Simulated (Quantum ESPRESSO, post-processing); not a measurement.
# 2H-WSe2, 1 layer: vacuum convergence, part 2 of 2

Wanted: the cheapest sound input for 2H-WSe2, 1 layer, from a series that sets result against time.

Quantum ESPRESSO 7.5; plane-wave DFT, PBE, PseudoDojo norm-conserving pseudopotentials.

So far. Step 3 (Potential by pp.x): Inside the slab this potential holds the local part of the pseudopotentials, which can be repulsive at the nuclei; only its value in the vacuum has a meaning of its own. Step 5 (Electrostatic potential): Counted from each run's own zero (the valence top), the vacuum level differs from the first run's by -0 meV.

**6. Ground state: 14 Å of vacuum**

Contents of c4.in:

```
&control
  prefix = 'c4'
  outdir = './out'
  pseudo_dir = './pseudo'
  calculation = 'scf'
  tprnfor = .true.
/
&system
  ibrav = 0
  nat = 3
  ntyp = 2
  ecutwfc = 78
  ecutrho = 312
  occupations = 'smearing'
  smearing = 'fd'
  degauss = 0.004
/
&electrons
  conv_thr = 1e-07
  mixing_beta = 0.4
  electron_maxstep = 120
  mixing_mode = 'local-TF'
/
ATOMIC_SPECIES
  Se  78.9710  Se.dojo-sr-pbe-0.4.1-standard.upf
  W   183.8400  W.dojo-sr-pbe-0.4.1-standard.upf
CELL_PARAMETERS angstrom
  3.32000000000000 0.00000000000000 0.00000000000000
  -1.66000000000000 2.87520434056434 0.00000000000000
  0.00000000000000 0.00000000000000 17.74034793390491
ATOMIC_POSITIONS crystal
  Se  0.333333333333 0.666666666667 0.394580761667
  W   0.000000000000 0.000000000000 0.500000000000
  Se  0.333333333333 0.666666666667 0.605419238333
K_POINTS automatic
  12 12 1 0 0 0
```

The run is started by

```bash
$ OMP_NUM_THREADS=1 mpirun -n 4 pw.x -nk 4 -in c4.in > c4.out
```

The log of the run:

```text
[banner, memory and clock lines left out]
Program PWSCF v.7.5 starts
[...]
Message from routine setup:
[...]
number of electrons       =        46.00
     number of Kohn-Sham states=           28
     kinetic-energy cutoff     =      78.0000  Ry
     charge density cutoff     =     312.0000  Ry
[...]
number of k points=    19  Fermi-Dirac smearing, width (Ry)=  0.0040
[...]
Dense  grid:   106503 G-vectors     FFT dimensions: (  36,  36, 192)
[...]
negative rho (up, down):  1.968E-05 0.000E+00
     Starting wfcs are   28 randomized atomic wfcs
[...]
estimated scf accuracy    <       0.07269106 Ry
[...]
estimated scf accuracy    <       0.04368242 Ry
[...]
estimated scf accuracy    <       0.01343469 Ry
[...]
estimated scf accuracy    <       0.00235188 Ry
[...]
estimated scf accuracy    <       0.00130235 Ry
[...]
estimated scf accuracy    <       0.00040107 Ry
[...]
negative rho (up, down):  5.906E-04 0.000E+00
[...]
estimated scf accuracy    <       0.00034711 Ry
[...]
negative rho (up, down):  3.392E-04 0.000E+00
[...]
estimated scf accuracy    <       0.00007000 Ry
[...]
negative rho (up, down):  1.913E-04 0.000E+00
[...]
estimated scf accuracy    <       0.00000652 Ry
[...]
estimated scf accuracy    <       0.00000302 Ry
[...]
negative rho (up, down):  4.635E-07 0.000E+00
[...]
estimated scf accuracy    <       0.00000017 Ry
[...]
the Fermi energy is     2.0755 ev
!    total energy              =    -636.73312388 Ry
     estimated scf accuracy    <       0.00000004 Ry
     smearing contrib. (-TS)   =      -0.00000025 Ry
     internal energy E=F+TS    =    -636.73312363 Ry
[...]
one-electron contribution =   -2302.30785819 Ry
     hartree contribution      =    1146.84046628 Ry
     xc contribution           =    -129.75707738 Ry
     ewald contribution        =     648.49134566 Ry
     convergence has been achieved in  12 iterations
[...]
Total force =     0.137461     Total SCF correction =     0.001503
[...]
```

Run time: 36 s. Hardware: 4 MPI ranks of Arm Neoverse V2, shared host; peak memory 0.64 GiB; 2.4 min of CPU time.

Numbers from this step:

- Fermi energy: 2.075 eV
- valence top, on the run's zero: 1.561 eV
- conduction bottom, on the run's zero: 2.650 eV

The program's own clock; routines nest. Time by routine:

```
     routine  wall time (s)  calls
       PWSCF           35.5      1
   electrons          34.01      1
     c_bands          24.66     13
     cegterg          22.43     65
       h_psi          18.29    373
        fftw          16.34  11080
    vloc_psi          15.09    373
     mix_rho           4.98     13
    sum_band           3.44     13
        ffts           2.77   1098
      calbec           1.68    393
  add_vuspsi            1.6    373
h_psi:calbec           1.51    373
    init_run           1.08      1
```

**7. Electrostatic potential**

Contents of c4.pot.in:

```
&inputpp
  prefix = 'c4'
  outdir = './out'
  filplot = 'c4.pot.dat'
  plot_num = 11
/
```

The run is started by

```bash
$ OMP_NUM_THREADS=1 mpirun -n 4 pp.x -in c4.pot.in > c4.pot.out
```

Wall time 0.77 s (4 MPI ranks); peak memory 0.12 GiB.

Counted from each run's own zero (the valence top), the vacuum level differs from the first run's by -0 meV.

**8. SCF with pw.x: 12 Å of vacuum**

c6.in, as its differences from the input of step 6:

```diff
@@ -1,3 +1,3 @@
 &control
-  prefix = 'c4'
+  prefix = 'c6'
   outdir = './out'
@@ -29,7 +29,7 @@
   -1.66000000000000 2.87520434056434 0.00000000000000
-  0.00000000000000 0.00000000000000 17.74034793390491
+  0.00000000000000 0.00000000000000 15.74034793390491
 ATOMIC_POSITIONS crystal
-  Se  0.333333333333 0.666666666667 0.394580761667
+  Se  0.333333333333 0.666666666667 0.381185983003
   W   0.000000000000 0.000000000000 0.500000000000
-  Se  0.333333333333 0.666666666667 0.605419238333
+  Se  0.333333333333 0.666666666667 0.618814016997
 K_POINTS automatic
```

The run is started by

```bash
$ OMP_NUM_THREADS=1 mpirun -n 4 pw.x -nk 4 -in c6.in > c6.out
```

The log of the run:

```text
[banner, memory and clock lines left out]
Program PWSCF v.7.5 starts
[...]
Message from routine setup:
[...]
number of electrons       =        46.00
     number of Kohn-Sham states=           28
     kinetic-energy cutoff     =      78.0000  Ry
     charge density cutoff     =     312.0000  Ry
[...]
number of k points=    19  Fermi-Dirac smearing, width (Ry)=  0.0040
[...]
Dense  grid:    94469 G-vectors     FFT dimensions: (  36,  36, 180)
[...]
negative rho (up, down):  1.084E-05 0.000E+00
     Starting wfcs are   28 randomized atomic wfcs
[...]
negative rho (up, down):  1.732E-08 0.000E+00
[...]
estimated scf accuracy    <       0.07282164 Ry
[...]
estimated scf accuracy    <       0.04366943 Ry
[...]
estimated scf accuracy    <       0.01317404 Ry
[...]
estimated scf accuracy    <       0.00228173 Ry
[...]
estimated scf accuracy    <       0.00120722 Ry
[...]
estimated scf accuracy    <       0.00030169 Ry
[...]
negative rho (up, down):  1.969E-07 0.000E+00
[...]
estimated scf accuracy    <       0.00024521 Ry
[...]
negative rho (up, down):  8.560E-07 0.000E+00
[...]
estimated scf accuracy    <       0.00003133 Ry
[...]
negative rho (up, down):  2.951E-08 0.000E+00
[...]
estimated scf accuracy    <       0.00000303 Ry
[...]
estimated scf accuracy    <       0.00000116 Ry
[...]
the Fermi energy is     2.8993 ev
!    total energy              =    -636.73312153 Ry
     estimated scf accuracy    <       0.00000004 Ry
     smearing contrib. (-TS)   =      -0.00000025 Ry
     internal energy E=F+TS    =    -636.73312128 Ry
[...]
one-electron contribution =   -1865.11352546 Ry
     hartree contribution      =     929.63731865 Ry
     xc contribution           =    -129.75689125 Ry
     ewald contribution        =     428.49997678 Ry
     convergence has been achieved in  11 iterations
[...]
Total force =     0.136214     Total SCF correction =     0.000435
[...]
```

Run time: 31 s. Hardware: 4 MPI ranks; peak memory 0.59 GiB.

Read from the output:

| Quantity | Value |
| --- | --- |
| Fermi energy | 2.899 eV |
| valence top, on the run's zero | 2.384 eV |
| conduction bottom, on the run's zero | 3.473 eV |

The program's own clock; routines nest. Time by routine:

```csv
routine,wall time (s),calls
PWSCF,30.48,1
electrons,29.07,1
c_bands,21.15,12
cegterg,19.32,60
h_psi,16,348
fftw,14.59,10266
vloc_psi,13.36,348
mix_rho,3.99,12
sum_band,3.09,12
ffts,2.29,948
calbec,1.39,368
add_vuspsi,1.32,348
h_psi:calbec,1.25,348
init_run,1.03,1
```

**9. Potential by pp.x**

Contents of c6.pot.in:

```
&inputpp
  prefix = 'c6'
  outdir = './out'
  filplot = 'c6.pot.dat'
  plot_num = 11
/
```

The run is started by

```bash
$ OMP_NUM_THREADS=1 mpirun -n 4 pp.x -in c6.pot.in > c6.pot.out
```

Run time: 0.76 s. Hardware: 4 MPI ranks; peak memory 0.12 GiB; 2.7 s of CPU time.

Read from the output:

```
potential in the middle of the vacuum, over the valence top : 4.931 eV
```

Counted from each run's own zero (the valence top), the vacuum level differs from the first run's by +1 meV.

**10. Self-consistent run: 10 Å of vacuum**

c8.in, as its differences from the input of step 8:

```diff
@@ -1,3 +1,3 @@
 &control
-  prefix = 'c6'
+  prefix = 'c8'
   outdir = './out'
@@ -29,7 +29,7 @@
   -1.66000000000000 2.87520434056434 0.00000000000000
-  0.00000000000000 0.00000000000000 15.74034793390491
+  0.00000000000000 0.00000000000000 13.74034793390491
 ATOMIC_POSITIONS crystal
-  Se  0.333333333333 0.666666666667 0.381185983003
+  Se  0.333333333333 0.666666666667 0.363891804200
   W   0.000000000000 0.000000000000 0.500000000000
-  Se  0.333333333333 0.666666666667 0.618814016997
+  Se  0.333333333333 0.666666666667 0.636108195800
 K_POINTS automatic
```

The run is started by

```bash
$ OMP_NUM_THREADS=1 mpirun -n 4 pw.x -nk 4 -in c8.in > c8.out
```

The log of the run:

```text
[banner, memory and clock lines left out]
Program PWSCF v.7.5 starts
[...]
Message from routine setup:
[...]
number of electrons       =        46.00
     number of Kohn-Sham states=           28
     kinetic-energy cutoff     =      78.0000  Ry
     charge density cutoff     =     312.0000  Ry
[...]
number of k points=    19  Fermi-Dirac smearing, width (Ry)=  0.0040
[...]
Dense  grid:    82459 G-vectors     FFT dimensions: (  36,  36, 150)
[...]
negative rho (up, down):  7.787E-07 0.000E+00
     Starting wfcs are   28 randomized atomic wfcs
[...]
estimated scf accuracy    <       0.07274687 Ry
[...]
estimated scf accuracy    <       0.04368440 Ry
[...]
estimated scf accuracy    <       0.01308321 Ry
[...]
estimated scf accuracy    <       0.00220230 Ry
[...]
estimated scf accuracy    <       0.00109313 Ry
[...]
estimated scf accuracy    <       0.00020579 Ry
[...]
estimated scf accuracy    <       0.00016246 Ry
[...]
estimated scf accuracy    <       0.00001121 Ry
[...]
estimated scf accuracy    <       0.00000188 Ry
[...]
estimated scf accuracy    <       0.00000084 Ry
[...]
the Fermi energy is     3.9643 ev
!    total energy              =    -636.73312250 Ry
     estimated scf accuracy    <       0.00000002 Ry
     smearing contrib. (-TS)   =      -0.00000026 Ry
     internal energy E=F+TS    =    -636.73312225 Ry
[...]
one-electron contribution =   -1443.68700855 Ry
     hartree contribution      =     720.72400641 Ry
     xc contribution           =    -129.75683763 Ry
     ewald contribution        =     215.98671753 Ry
     convergence has been achieved in  11 iterations
[...]
Total force =     0.136948     Total SCF correction =     0.000324
[...]
```

It took 26 s on 4 MPI ranks; peak memory 0.53 GiB; 1.7 min of CPU time.

Read from the output:

```
Fermi energy                         : 3.964 eV
valence top, on the run's zero       : 3.450 eV
conduction bottom, on the run's zero : 4.538 eV
```

The program's own clock; routines nest. Time by routine:

```
     routine  wall time (s)  calls
       PWSCF          25.23      1
   electrons          23.99      1
     c_bands          17.73     12
     cegterg          16.04     60
       h_psi          13.14    352
        fftw          11.85  10160
    vloc_psi          10.87    352
     mix_rho           3.05     12
    sum_band           2.51     12
        ffts           1.74    844
      calbec            1.2    372
  add_vuspsi           1.14    352
h_psi:calbec           1.07    352
    init_run           0.89      1
```

**11. Potential by pp.x**

Contents of c8.pot.in:

```
&inputpp
  prefix = 'c8'
  outdir = './out'
  filplot = 'c8.pot.dat'
  plot_num = 11
/
```

The run is started by

```bash
$ OMP_NUM_THREADS=1 mpirun -n 4 pp.x -in c8.pot.in > c8.pot.out
```

The job ended after 0.74 s (4 MPI ranks; peak memory 0.12 GiB).

Numbers from this step:

| Property | Result |
| --- | --- |
| potential in the middle of the vacuum, over the valence top | 4.930 eV |

Counted from each run's own zero (the valence top), the vacuum level differs from the first run's by +0 meV.

**12. SCF with pw.x: 8 Å of vacuum**

c10.in, as its differences from the input of step 10:

```diff
@@ -1,3 +1,3 @@
 &control
-  prefix = 'c8'
+  prefix = 'c10'
   outdir = './out'
@@ -29,7 +29,7 @@
   -1.66000000000000 2.87520434056434 0.00000000000000
-  0.00000000000000 0.00000000000000 13.74034793390491
+  0.00000000000000 0.00000000000000 11.74034793390491
 ATOMIC_POSITIONS crystal
-  Se  0.333333333333 0.666666666667 0.363891804200
+  Se  0.333333333333 0.666666666667 0.340705405199
   W   0.000000000000 0.000000000000 0.500000000000
-  Se  0.333333333333 0.666666666667 0.636108195800
+  Se  0.333333333333 0.666666666667 0.659294594801
 K_POINTS automatic
```

The run is started by

```bash
$ OMP_NUM_THREADS=1 mpirun -n 4 pw.x -nk 4 -in c10.in > c10.out
```

The log of the run:

```text
[banner, memory and clock lines left out]
Program PWSCF v.7.5 starts
[...]
Message from routine setup:
[...]
number of electrons       =        46.00
     number of Kohn-Sham states=           28
     kinetic-energy cutoff     =      78.0000  Ry
     charge density cutoff     =     312.0000  Ry
[...]
number of k points=    19  Fermi-Dirac smearing, width (Ry)=  0.0040
[...]
Dense  grid:    70415 G-vectors     FFT dimensions: (  36,  36, 125)
[...]
Starting wfcs are   28 randomized atomic wfcs
[...]
estimated scf accuracy    <       0.07249289 Ry
[...]
estimated scf accuracy    <       0.04374619 Ry
[...]
estimated scf accuracy    <       0.01299123 Ry
[...]
estimated scf accuracy    <       0.00205907 Ry
[...]
estimated scf accuracy    <       0.00091980 Ry
[...]
estimated scf accuracy    <       0.00011602 Ry
[...]
estimated scf accuracy    <       0.00006267 Ry
[...]
estimated scf accuracy    <       0.00000316 Ry
[...]
estimated scf accuracy    <       0.00000085 Ry
[...]
estimated scf accuracy    <       0.00000025 Ry
[...]
the Fermi energy is     5.3901 ev
!    total energy              =    -636.73309272 Ry
     estimated scf accuracy    <       0.00000003 Ry
     smearing contrib. (-TS)   =      -0.00000026 Ry
     internal energy E=F+TS    =    -636.73309246 Ry
[...]
one-electron contribution =   -1046.09011763 Ry
     hartree contribution      =     524.34060399 Ry
     xc contribution           =    -129.75690705 Ry
     ewald contribution        =      14.77332823 Ry
     convergence has been achieved in  11 iterations
[...]
Total force =     0.137284     Total SCF correction =     0.000525
[...]
```

The job ended after 21 s (4 MPI ranks; peak memory 0.48 GiB).

Numbers from this step:

| Item | Value |
| --- | --- |
| free energy | -8663.1951 eV |
| Fermi energy | 5.390 eV |
| valence top, on the run's zero | 4.877 eV |
| conduction bottom, on the run's zero | 5.962 eV |
| gap by band count | 1.085 eV |

The program's own clock; routines nest. Time by routine:

```
     routine  wall time (s)  calls
       PWSCF          20.31      1
   electrons          19.23      1
     c_bands          14.47     12
     cegterg          13.09     60
       h_psi          10.74    300
        fftw           9.67  10000
    vloc_psi           8.87    300
    sum_band           2.08     12
     mix_rho           2.08     12
        ffts           1.17    676
      calbec              1    320
  add_vuspsi           0.93    300
h_psi:calbec           0.89    300
    init_run           0.78      1
```

**13. Potential by pp.x**

Contents of c10.pot.in:

```
&inputpp
  prefix = 'c10'
  outdir = './out'
  filplot = 'c10.pot.dat'
  plot_num = 11
/
```

The run is started by

```bash
$ OMP_NUM_THREADS=1 mpirun -n 4 pp.x -in c10.pot.in > c10.pot.out
```

It took 0.72 s on 4 MPI ranks; peak memory 0.12 GiB.

Read from the output:

* potential in the middle of the vacuum, over the valence top: 4.928 eV

Counted from each run's own zero (the valence top), the vacuum level differs from the first run's by -2 meV.

**14. The series side by side**

All levels:

```csv
level,vacuum level over the valence top (eV),its change from the first (meV),energy from the first (meV an atom),SCF iterations,wall time (s),peak memory (GiB),CPU time (s)
24 Å of vacuum,4.93,0,0,13,64.14,0.9,256.2
18 Å of vacuum,4.93,-0.2465,0.009569,13,47.96,0.74,191.5
14 Å of vacuum,4.93,-0.1015,-0.001497,12,36.05,0.64,143.8
12 Å of vacuum,4.931,0.7115,0.009161,11,31.01,0.59,123.7
10 Å of vacuum,4.93,0.1797,0.004785,11,25.77,0.53,102.7
8 Å of vacuum,4.928,-2.473,0.1398,11,20.84,0.48,83.05
```

**15. Results**

* vacuum level over the valence top, 24 Å of vacuum: 4.930 eV
* cheapest step of the main series that, with all steps before it, keeps the vacuum level within 20 meV of the first: 8 Å of vacuum: -2 meV, 83 s of CPU time against 4.3 min
* setting with the largest shift of the level: 8 Å of vacuum: -2 meV

In words: The cheapest step of the main series that, with all steps before it, keeps the vacuum level within 20 meV of the first is 8 Å of vacuum: -2 meV, 83 s of CPU time against 4.3 min. Over the series the energy moves by up to 0.140 meV an atom and the vacuum level by up to 2 meV. The level is read in the middle of the vacuum, where a short gap still holds the tails of both faces. The times come from a shared host and are rough. Peak memory is sampled during the run and can miss the peak. The geometry is as built, not relaxed.

[Logs are printed without paths, hosts, clocks, repeated set-up lines and the standing remarks that a program may print on its own settings, such as how far it seeks lower states.]

[Hosts, paths, dates, database ids (printed as entryN), source tags and the programs' standing remarks are cut or masked in the printed files.]

[Maps of the electrostatic potential energy from Ansatz leave out the sawtooth potential of an applied field or a dipole correction, so their vacuum need not be flat; planar profiles and work functions include it.]
